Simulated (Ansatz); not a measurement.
A (101) slab of Si₂W (I4/mmm (No. 139)), 11 planes, outer planes Si (top) and Si (bottom), with 11 atoms (Si8W3) in a surface cell of A = 13.551 Å², as cut from the bulk:

```
CELL_PARAMETERS angstrom
3.21129 0.00000 0.00000
-1.60565 4.21973 0.00000
0.00000 0.00000 24.89024
ATOMIC_POSITIONS crystal
Si 0.71365 0.42731 0.30132
Si 0.43113 0.86227 0.34074
W 0.14479 0.28957 0.38069
Si 0.85844 0.71688 0.42064
Si 0.57592 0.15184 0.46005
W 0.28957 0.57915 0.50000
Si 0.00323 0.00646 0.53995
Si 0.72071 0.44142 0.57936
W 0.43436 0.86872 0.61931
Si 0.14802 0.29603 0.65926
Si 0.86550 0.73099 0.69868
```

The calculation used DFT r2SCAN, scalar-relativistic, plane waves, PAW in Ansatz. Settings: cutoff 500 eV, Γ-centred mesh 12×8×1 on the computed 11-atom cell, Gaussian smearing of 0.10 eV; no spin polarisation. The cell repeats along c with a dipole correction in the vacuum.

The relaxed slab holds 3 formula units of Si₂W and 2 further Si. Against those formula units in the bulk and the further Si in its standard state it lies 4.459 eV higher. The formation energy of Si₂W from the standard states is -0.935 eV a formula unit (uncorrected, no zero-point or thermal terms).

Problem. Over what range can the chemical potential of Si vary, and what is the surface energy at both ends?

Solution. In contact with the bulk, 2μ(Si) + μ(W) is fixed. With Δμ counted from the standard states, Δμ(Si) ≤ 0 keeps elemental Si from forming, and Δμ(W) ≤ 0 requires Δμ(Si) ≥ ΔH/2 = -0.468 eV. Other compounds of Si and W can narrow this range. Then γ, the mean of both faces, = [4.459 eV − 2.00·Δμ(Si)]/(2A). At the Si-rich end (Δμ = 0): 4.459/(2 × 13.551) × 16.02 = 2.64 J/m². At the Si-poor end: (4.459 + 0.936)/(2 × 13.551) × 16.02 = 3.19 J/m².

Problem. How does its energy depend on growth conditions?

Solution. It carries an excess of Si, so its energy falls by 1.18 J/m² for each eV that μ(Si) rises: Si-rich conditions lower it; whether it appears depends on the other terminations.